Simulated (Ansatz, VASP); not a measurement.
## Cross-check of CuI (Marshite) between VASP and Ansatz

Aim: how closely do two programs agree when they are given the same cell, functional and k mesh?

Main program and level: Ansatz 0.2.0; plane waves, with VASP 6.6.1 beside it; single point at PBEsol.

The database entry behind the starting cell differs from later determinations by our own check (about 0.15 % long (mineral sample)), so it need not match the best structure at ambient conditions.

### 1. Starting point

It takes space group F-43m (No. 216, cubic). The conventional cell has a = 6.063 Å, b = 6.063 Å, c = 6.063 Å, α = 90.00°, β = 90.00°, γ = 90.00°. Nearest to I lie 4 Cu at 2.63 Å. Cu has 4 I at 2.63 Å nearest. Farther neighbours and most contacts between anions are not listed.

### 2. Ansatz: single point, PBEsol

Ansatz runs on its default PAW (the set named soft_2) files.

A single point gives forces, pressure and levels at one fixed geometry, so differences don't come from the geometry; what else differs is listed under the comparison.

The input, input.yaml:

```yaml
crystal:
  lattice:
    - [0.0, 3.0315, 3.0315]
    - [3.0315, 0.0, 3.0315]
    - [3.0315, 3.0315, 0.0]
  atoms:
    - { symbol: I, position: [0.0, 0.0, 0.0] }
    - { symbol: Cu, position: [0.75, 0.75, 0.75] }
hamiltonian:
  xc: pbesol
  pseudopotentials: { kind: paw }
kpoints:
  mp_grid: { grid: [10, 10, 10] }
scf:
  occupations: { method: gaussian, width: 0.05 }
  n_extra_bands: 4
output:
  forces: true
  stress: true
  eigenvalues: true
  write_density: true
  write_potential: true
  elf: true
  volumetric_format: npy
```

On the command line:

```bash
$ ansatz run input.yaml --threads 2 --pin off --max-ram 4608MiB --backend cpu --events-out ev --progress --plain --runs-dir out
```

Numbers of over 12 decimals in the logs are rounded to 6 here.

The program printed:

```text
scf.n_extra_bands = 4 over 18 filled bands (N_el = 36.0): the run solves 22 bands
Engine: ansatz 0.2.0, aarch64-unknown-linux-gnu
Pseudopotentials: kind: paw
Pseudopotential: I, paw, valence charge 17, recommended cutoff 420 eV (normal), I.paw.azcp
Pseudopotential: Cu, paw, valence charge 19, recommended cutoff 420 eV (normal), Cu.paw.azcp
Functional definition: PBEsol
  exchange = pbesol_x
  correlation = pbesol_c
Crystal: 2 atoms, lattice volume = 55.719 Å³
Basis set: ecut = 420 eV, 1067 PW (Γ), exchange–correlation on 60×60×60 points (8 copies of the dense FFT grid, shifted against one another)
Bands: 22, of which v1, the nominal top of the filled ones, is band 18 counted from 1 (17 counted from 0)
Symmetry: 24 space group operations
Space group: F-43m (ITA 216), of the structure as read, at distance tolerance 3.8e-5 Å
k-points: 47 of 1000 (time reversal used)
Non-local potential: I, projectors of the file, l = 0: 2, l = 1: 2, l = 2: 2, l = 3: 2
Non-local potential: Cu, projectors of the file, l = 0: 3, l = 1: 2, l = 2: 3, l = 3: 1
PAW form: soft (Blöchl's): semilocal exchange-correlation on the pseudo side does not see the compensation charge
PAW frozen core: I, regenerated for the run's functional, and the local potential with it (the file was generated under x = pbe(κ = 0.804, μ = 0.219515), c = pbe(β = 0.066725))
PAW frozen core: Cu, regenerated for the run's functional, and the local potential with it (the file was generated under x = pbe(κ = 0.804, μ = 0.219515), c = pbe(β = 0.066725))
PAW one-centre angular grid: I, 590 points (default); XC on 64 Gauss nodes
PAW one-centre angular grid: Cu, 590 points (default); XC on 64 Gauss nodes
Initial density: superposition of atomic densities (neutral atoms: chi_scale 0, normalization atom), corrected by the library's trained network
Initial wavefunctions: pseudopotential atomic-orbital guess
Functional: x = pbesol(κ = 0.804, μ = 0.123457), c = pbesol(β = 0.046)
SCF iter   1: F=—  HF=-14021.266194 eV  |F-HF|=—  |Δ(HF+E_count)|=         —  Δρ=7.89e-3  dr2=2.03e-2  ethr=1.77e-3  ⟨swp⟩=6.2  Hψ=5096  notcnv=0
preconditioner: auto → none  [insulator: Δε(μ)=0.929 eV  Ē_g=8.846 eV  σ=0.050 eV  W_gap=1.00  n_scr=14 (ndim 8)  ℏωp=21.1 eV  f_vac=0.179  D(μ)=0.00/eV (n_scr^D=0)  ε∞_Penn≈6.7]
SCF iter   2: F=—  HF=-14021.269837 eV  |F-HF|=—  |Δ(HF+E_count)|=   3.64e-3  Δρ=1.00e-2  dr2=3.63e-2  ethr=5.64e-5  ⟨swp⟩=2.2  Hψ=2462  notcnv=0
SCF iter   3: F=—  HF=-14021.260886 eV  |F-HF|=—  |Δ(HF+E_count)|=   8.95e-3  Δρ=1.79e-3  dr2=1.00e-3  ethr=5.64e-5  ⟨swp⟩=2.0  Hψ=1985  notcnv=0
SCF iter   4: F=—  HF=-14021.260818 eV  |F-HF|=—  |Δ(HF+E_count)|=   6.83e-5  Δρ=3.96e-4  dr2=4.52e-5  ethr=2.78e-6  ⟨swp⟩=2.0  Hψ=1589  notcnv=0
SCF iter   5: F=—  HF=-14021.260840 eV  |F-HF|=—  |Δ(HF+E_count)|=   2.21e-5  Δρ=3.05e-5  dr2=3.01e-7  ethr=1.26e-7  ⟨swp⟩=2.0  Hψ=1391  notcnv=0
SCF iter   6: F=-14021.260840 eV  HF=-14021.260840 eV  |F-HF|=2.08e-8  |Δ(HF+E_count)|=   1.30e-7  Δρ=7.61e-6  dr2=3.48e-8  ethr=2.78e-10  ⟨swp⟩=11.1  Hψ=7924  notcnv=0
SCF 1 converged in 6 iterations: F = -14021.260840 eV  dr2 = 3.48e-8
  greatest PAW one-centre occupation: 1.000 electrons in one spin orbital (limit 2), on the Cu atom at site 1 (counted from 0), in its partial waves of l = 0
SCF converged after 6 iterations
Free energy (F): -14021.260840 eV
Harris-Foulkes:  -14021.260840 eV  (|F-HF|=2.08e-8)
Internal energy: -14021.260840 eV  (E = F + TS)
E sigma→0 (E₀):  -14021.260840 eV
Fermi energy:    8.507548 eV
--- Per-component energies (eV) ---
  E_band       = -871.232921
  E_kinetic    = 489.662911
  E_local      = -7623.179112  (includes V_loc(G=0)·N_el)
  E_nonlocal   = 317.457187
  E_hartree    = 3537.980149
  E_xc         = -213.479905
  E_vxc        = -240.309301  (∫ρ·V_xc dr)
  E_paw        = -6376.189258  (= ΣΔE_a)
  E_vpaw       = -890.816238  (= ΣTr[D̂ρ^β])
  E_aug_tail   = 0.000297  (compensation charges beyond the density's cutoff)
  E_ewald      = -4154.131452
  E_core_change = 0.618344  (= ΣΔE_core)
  E_smearing   = -0.000000  (= −TS)
  E_closure    = -0.000000  (closes the sum)
  Σ components = -14021.260840   (vs F -14021.260840, Δ=0.00e0)
--- Forces (eV/Å), atoms counted from 1 ---
  atom   1  I     -0.00000000     0.00000000     0.00000000
  atom   2  Cu     0.00000000     0.00000000     0.00000000
  max |Σ_I F_I| component: 1.85e-17 eV/Å
--- Stress (GPa, compression-positive) ---
       -2.598272       0.000000      -0.000000
        0.000000      -2.598272       0.000000
       -0.000000       0.000000      -2.598272
  P = ⅓ Tr σ = -2.5983 GPa (-25.983 kbar)
--- Band table (eV; the first three rows and the last of 47) ---
  k-point 0: bands = [... 14 lower, 6.1320, 8.0025, 8.0025, 8.0025, 9.0098, 12.8402, 12.8402, 12.8402]
  k-point 1: bands = [... 14 lower, 6.1276, 7.5230, 7.9253, 7.9253, 9.5513, 12.7308, 12.9875, 12.9875]
  k-point 2: bands = [... 14 lower, 6.1216, 6.9382, 7.7370, 7.7370, 10.0937, 12.9723, 13.2875, 13.2875]
  k-point 46: bands = [... 14 lower, 6.0781, 6.2145, 6.3927, 6.7142, 12.1744, 12.1993, 14.4323, 14.6348]
```

The job ended after 3.9 s (2 threads of Arm Neoverse V1, shared host; peak memory 0.38 GiB).

The run ends at a pressure of -2.60 GPa.

### 3. VASP: single point, PBEsol

The same cell, functional, mesh and smearing now go to VASP, with its own data sets and cutoff.

Lines of VASP's logs that name or quote its potential files are left out, and so is its time.

The input, INCAR:

```
SYSTEM = CuI
PREC = Accurate
ENCUT = 400
EDIFF = 1E-05
NELM = 100
ISMEAR = 0
SIGMA = 0.05
LREAL = .FALSE.
ALGO = Normal
GGA = PS
NBANDS = 15
LORBIT = 11
LWAVE = .FALSE.
LCHARG = .FALSE.
KPAR = 4
```

The input, POSCAR:

```
CuI
1.0
    0.0000000000      3.0315000000      3.0315000000
    3.0315000000      0.0000000000      3.0315000000
    3.0315000000      3.0315000000      0.0000000000
I Cu
1 1
Direct
    0.0000000000      0.0000000000      0.0000000000
    0.7500000000      0.7500000000      0.7500000000
```

The input, KPOINTS:

```
Automatic mesh
0
Gamma
10 10 10
0 0 0
```

Potentials, in the order of the species: I and Cu (PBE family, release 64).

On the command line:

```bash
$ mpirun -np 4 vasp_std
```

The program printed:

```text
[banner, memory and clock lines left out]
running    4 mpi-ranks, on    1 nodes
 distrk:  each k-point on    1 cores,    4 groups
 distr:  one band on    1 cores,    1 groups

 POSCAR found type information on POSCAR I Cu
 POSCAR found :  2 types and       2 ions
|                                                                             |
|               ----> ADVICE to this user running VASP <----                  |
|                                                                             |
|     You enforced a specific xc type in the INCAR file but a different       |
|     [... a line on the potential file left out ...]
|     I HOPE YOU KNOW WHAT YOU ARE DOING!                                     |
|                                                                             |

 LDA part: xc-table for (Slater+PW92), standard interpolation
 POSCAR, INCAR and KPOINTS ok, starting setup
 FFT: planning ... GRIDC
 FFT: planning ... GRID_SOFT
 FFT: planning ... GRID
 WAVECAR not read
 entering main loop
       N       E                     dE             d eps       ncg     rms          rms(c)
DAV:   1     0.855853096131E+02    0.85585E+02   -0.64678E+03  1410   0.104E+03
DAV:   2    -0.134532804923E+01   -0.86931E+02   -0.79930E+02  1466   0.217E+02
DAV:   3    -0.644496016663E+01   -0.50996E+01   -0.50216E+01  1950   0.581E+01
DAV:   4    -0.658286667328E+01   -0.13791E+00   -0.13786E+00  1572   0.907E+00
DAV:   5    -0.659051117310E+01   -0.76445E-02   -0.76444E-02  2252   0.243E+00    0.581E+00
DAV:   6    -0.650674968656E+01    0.83761E-01   -0.40303E+00  1445   0.541E+01    0.378E+00
DAV:   7    -0.629510850238E+01    0.21164E+00   -0.92188E-01  1515   0.332E+01    0.160E+00
DAV:   8    -0.629690218294E+01   -0.17937E-02   -0.59922E-02  2128   0.434E+00    0.601E-01
DAV:   9    -0.629315785769E+01    0.37443E-02   -0.13423E-02  1771   0.330E+00    0.220E-01
DAV:  10    -0.629323478824E+01   -0.76931E-04   -0.62722E-04  1830   0.186E-01    0.172E-01
DAV:  11    -0.629316847826E+01    0.66310E-04   -0.30771E-04  1820   0.545E-01    0.263E-02
DAV:  12    -0.629317922811E+01   -0.10750E-04   -0.10126E-04  2290   0.172E-01    0.427E-02
DAV:  13    -0.629317935410E+01   -0.12599E-06   -0.24532E-06   880   0.127E-02
   1 F= -.62931794E+01 E0= -.62931794E+01  d E =-.871894E-13
```

OUTCAR, selected parts (step 3):

```text
ion  position               nearest neighbor table
   1  0.000  0.000  0.000-   2 2.63   2 2.63   2 2.63   2 2.63
   2  0.750  0.750  0.750-   1 2.63   1 2.63   1 2.63   1 2.63

  LATTYP: Found a face centered cubic cell.
 ALAT       =     6.0630000000

 Subroutine GETGRP returns: Found 24 space group operations
 (whereof 24 operations were pure point group operations)

The static configuration has the point symmetry T_d .

 Found     47 irreducible k-points:

   k-points           NKPTS =     47   k-points in BZ     NKDIM =     47   number of bands    NBANDS=     15

   dimension x,y,z NGX =    28 NGY =   28 NGZ =   28
   dimension x,y,z NGXF=    56 NGYF=   56 NGZF=   56

   ENCUT  =  400.0 eV  29.40 Ry    5.42 a.u.   6.99  6.99  6.99*2*pi/ulx,y,z

   NELECT =      18.0000    total number of electrons

 k-points in reciprocal lattice and weights: Automatic mesh
   0.00000000  0.00000000  0.00000000       0.001
   0.10000000  0.00000000  0.00000000       0.008
   0.20000000  0.00000000  0.00000000       0.008
   0.30000000  0.00000000  0.00000000       0.008
   0.40000000  0.00000000  0.00000000       0.008
   0.50000000  0.00000000  0.00000000       0.004
   0.10000000  0.10000000  0.00000000       0.006
   0.20000000  0.10000000  0.00000000       0.024
   0.30000000  0.10000000  0.00000000       0.024
[...]
-0.30000000  0.40000000  0.20000000       0.024
  -0.30000000  0.50000000  0.20000000       0.012

 average (electrostatic) potential at core
       1 -92.2527       2 -65.7471

 E-fermi :   4.5102

 k-point     1 :       0.0000    0.0000    0.0000
  band No.  band energies     occupation
    ...
      5       2.4081      2.00000
      6       2.4081      2.00000
      7       4.2828      2.00000
      8       4.2828      2.00000
      9       4.2828      2.00000
     10       5.3092      0.00000
     11       9.1095      0.00000
     12       9.1095      0.00000
     13       9.1095      0.00000
     14      12.3185      0.00000
    ...

 k-point     2 :       0.1000    0.0000    0.0000
  band No.  band energies     occupation
    ...
      5       2.4036      2.00000
      6       2.4036      2.00000
      7       3.8032      2.00000
      8       4.2053      2.00000
      9       4.2053      2.00000
     10       5.8494      0.00000
     11       9.0042      0.00000
     12       9.2561      0.00000
     13       9.2561      0.00000
     14      12.8730      0.00000
    ...

 k-point     3 :       0.2000    0.0000    0.0000
  band No.  band energies     occupation
    ...
      5       2.3975      2.00000
      6       2.3975      2.00000
      7       3.2158      2.00000
      8       4.0172      2.00000
      9       4.0172      2.00000
     10       6.3908      0.00000
     11       9.2513      0.00000
     12       9.5544      0.00000
     13       9.5544      0.00000
     14      12.9096      0.00000
    ...

  Total       -0.8258192     -0.8258192     -0.8258192      0.0000000      0.0000000      0.0000000
  in kB      -23.7461308    -23.7461308    -23.7461308      0.0000000      0.0000000      0.0000000
  external PRESSURE =     -23.7461308 kB  Pullay stress =       0.0000000 kB

  energy-cutoff  :      400.00
  volume of cell :       55.72
      direct lattice vectors                 reciprocal lattice vectors
     0.000000000  3.031500000  3.031500000    -0.164934851  0.164934851  0.164934851
     3.031500000  0.000000000  3.031500000     0.164934851 -0.164934851  0.164934851
     3.031500000  3.031500000  0.000000000     0.164934851  0.164934851 -0.164934851

 POSITION                                       TOTAL-FORCE (eV/Angst)
 -----------------------------------------------------------------------------------
      0.00000      0.00000      0.00000        -0.000000     -0.000000      0.000000
      4.54725      4.54725      4.54725         0.000000      0.000000     -0.000000
 -----------------------------------------------------------------------------------
    total drift:                               -0.000003     -0.000003     -0.000003

  FREE ENERGIE OF THE ION-ELECTRON SYSTEM (eV)
  ---------------------------------------------------
  free  energy   TOTEN  =        -6.2931793541 eV

  energy  without entropy=       -6.2931793541  energy(sigma->0) =       -6.29317935

 total charge
# of ion       s       p       d       tot
------------------------------------------
    1        1.491   2.741   0.054   4.285
    2        0.331   0.264   9.327   9.921
--------------------------------------------------
tot          1.822   3.004   9.380  14.207

[... 3 further parts left out ...]
```

The run ends at a pressure of -2.37 GPa.

### 4. Differences

Known differences besides the potentials themselves: the data sets hold 36 valence electrons in Ansatz (default PAW (the set named soft_2) files) and 18 in VASP; the cutoff is 420 eV in Ansatz and 400 eV in VASP; Ansatz makes its cores anew for this functional, VASP keeps those of its PBE data sets; VASP leaves aspherical gradient terms in its spheres out (LASPH is not set), Ansatz keeps them. Total energies have different zeros and are not compared.

Compared:

| quantity | Ansatz | VASP | difference |
| --- | --- | --- | --- |
| pressure (GPa) | -2.60 | -2.37 | -0.22 |
| gap on the k mesh (eV) | 1.007 | 1.026 | -0.019 |

A gap on the mesh is an upper bound, since the band edges may lie between its points. Ansatz's pressure holds a Pulay correction of 0.05 GPa; VASP's holds none.

### 5. Summary of results

- difference in gap on the k mesh (single point, PBEsol): -0.019 eV

**Reading.** The difference in gap on the k mesh is -0.019 eV (single point, PBEsol), within the 0.08 eV picked in this series as the mark of a large difference. 1 further run of this series is not shown here. How closely two codes agree says nothing of how well the functional describes the real material.

[Lines on the potential files, build, host, timing and source positions are cut from VASP's logs without a mark.]

[Logs are printed without paths, hosts, clocks, repeated set-up lines and the standing remarks that a program may print on its own settings, such as how far it seeks lower states.]

[Hosts, paths, dates, database ids (printed as entryN), source tags and the programs' standing remarks are cut or masked in the printed files.]
